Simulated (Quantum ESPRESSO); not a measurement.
## GaP under changes of volume

One of the cells (20.240 Å³/atom); the others are scaled copies at fixed shape and fractional positions:

```xyz
2
Lattice="0.0000 2.7252 2.7252 2.7252 0.0000 2.7252 2.7252 2.7252 0.0000" Properties=species:S:1:pos:R:3 pbc="T T T"
Ga    0.0000    0.0000    0.0000
P     4.0879    4.0879    4.0879
```

- Program: Quantum ESPRESSO 7.5
- Functional: vdW-DF3-opt1
- Potentials or basis: PseudoDojo 0.4.1 SR PBE standard
- Cutoff: 1088 eV
- Density cutoff: 4354 eV
- k mesh: 8 × 8 × 8
- Occupations: fermi-dirac, width 0.05 eV
- Spin: no spin polarisation

| volume (Å³/atom) | energy over the lowest point (meV/atom) | pressure (GPa) | gap on the mesh (eV) |
| --- | --- | --- | --- |
| 19.026 | ? | ? | ? |
| 19.431 | 9.73 | 3.8 | 1.49 |
| 19.836 | 2.53 | 1.8 | 1.52 |
| 20.240 | 0.00 | 0.1 | 1.53 |
| 20.645 | 1.66 | -1.5 | 1.47 |
| 21.050 | 7.08 | -2.9 | 1.32 |
| 21.455 | 15.84 | -4.1 | 1.16 |

Q: What does the run at 19.026 Å³/atom give?

A: Energy over the lowest point 22.15 meV/atom; pressure 6.0 GPa; gap on the mesh 1.45 eV.

Worked out: A Birch-Murnaghan fit of order 3 (a polynomial in V^(-2/3)) to the other rows has its minimum at 20.28 Å³/atom with B0 = V·E''(V) = 82 GPa and B' = 4.6. It gives 22.18 meV/atom at 19.026 Å³/atom, against the run's 22.15, and -dE/dV = 6.0 GPa, against 6.0. A parabola through the other rows of the gap, of slope 7.14 eV per unit of ln V there, extrapolates to 1.37 eV, against the run's 1.45.

Energies are extrapolated to zero smearing.

Caveats: the potentials were made for another functional, which shifts forces and pressure.

A mesh can miss the band edges. Spin-orbit coupling on Ga is left out.
